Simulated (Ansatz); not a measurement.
**In on a P site in InP**

Method: DFT PBE, scalar-relativistic, plane waves, PAW in Ansatz. Settings: 420 eV cutoff, 2×2×2 k-mesh, shifted by half a step, Gaussian smearing of 0.02 eV, collinear spin in charge -1 alone.

Host crystal, relaxed:

```yaml
crystal:
  lattice:
    - [0.00000, 2.97989, 2.97989]
    - [2.97989, 0.00000, 2.97989]
    - [2.97989, 2.97989, 0.00000]
  atoms:
    - { symbol: In, position: [0.00000, 0.00000, 0.00000] }
    - { symbol: P, position: [0.25000, 0.25000, 0.25000] }
```

Supercell of 32 atoms, rows in host cell vectors: 1 -3 1; -3 1 1; 1 1 -3. Atoms relax at the host's cell, keeping the symmetry that the supercell leaves at the site. The cell is small, so energies carry finite-size errors of tenths of an eV. The host's Kohn–Sham gap is 0.44 eV.

Defect: In on a P site at (0.250, 0.250, 0.250) of the host cell, charge -2.

(1) Give the relaxed supercell.

## Answers

(1)
```
In P
1.0
    -5.95979    5.95979   -5.95979
     5.95979   -5.95979   -5.95979
    -5.95979   -5.95979    5.95979
In P
17 15
Direct
  0.00000 0.24173 0.75000
  0.74919 0.24919 0.99675
  0.50245 0.25325 0.25245
  0.25081 0.99755 0.75000
  0.24675 0.24919 0.49919
  0.00000 0.99755 0.00081
  0.75325 0.00245 0.25245
  0.49755 0.75081 0.75000
  0.50245 0.00245 0.50325
  0.25827 0.75827 0.00827
  0.00000 0.75081 0.24755
  0.74173 0.50000 0.75000
  0.74919 0.74675 0.49919
  0.49755 0.50000 0.00081
  0.25081 0.50000 0.24755
  0.00000 0.50000 0.49173
  0.00000 0.50000 0.75000
  0.74518 0.50000 0.00266
  0.50000 0.50000 0.25000
  0.25266 0.24518 0.75000
  0.25266 0.50000 0.49518
  0.00000 0.24518 0.00266
  0.74734 0.24734 0.24252
  0.50000 0.00000 0.75000
  0.49252 0.24734 0.49734
  0.25482 0.00748 0.00482
  0.00000 0.00000 0.25000
  0.74518 0.75266 0.75000
  0.74734 0.99252 0.49734
  0.50748 0.75482 0.00482
  0.25482 0.75482 0.25748
  0.00000 0.75266 0.49518
```
Around the defect: 4 In at 2.67 Å. The run ended with a moment of 0.00 μB (no spin polarisation).